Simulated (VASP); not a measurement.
A run of VASP 6.6.1:

INCAR

```
SYSTEM = Te2Mo
  ALGO = Normal
  EDIFF = 1E-7
  EDIFFG = -0.005
  ENCUT = 600
  GGA = PE
  IBRION = 2
  ISIF = 3
  ISMEAR = 0
  IVDW = 12
  LASPH = .TRUE.
  LATTICE_CONSTRAINTS = .TRUE. .TRUE. .FALSE.
  LCHARG = .FALSE.
  LREAL = .FALSE.
  LWAVE = .FALSE.
  NELM = 80
  NSW = 90
  PREC = Accurate
  SIGMA = 0.03
```

Contents of KPOINTS:

```
k-points
0
G
  12 12 1
  0 0 0
```

The input POSCAR:

```
Te2Mo                                   
1.0
    3.5025290825      0.0000000000      0.0000000000
   -1.7512645413      3.0332791673      0.0000000000
    0.0000000000      0.0000000000     21.6051888000
  Te              Mo            
     2     1
Direct
     0.3333333300000021    0.6666666699999979    0.4158430858621658
     0.3333333300000021    0.6666666699999979    0.5841569141378340
     0.6666666699999979    0.3333333300000021    0.5000000000000000
```

Potentials or basis: VASP PAW PBE potentials, release 64 (Te, Mo_sv).

Launch:

```console
$ cat potpaw_PBE.64/Te/POTCAR potpaw_PBE.64/Mo_sv/POTCAR > POTCAR
$ mpirun -np 1 vasp_std > vasp.out
```

Hardware: 1 thread of Intel(R) Xeon(R) Platinum 8488C (Sapphire Rapids), on a shared host.

Question: How long does it take, and how much memory?

Answer: Wall time 2.4 min on 1 thread of Intel(R) Xeon(R) Platinum 8488C (Sapphire Rapids) (shared host), peak memory 0.43 GiB. Counts: scf iterations 23, k points 19, ion steps 1.
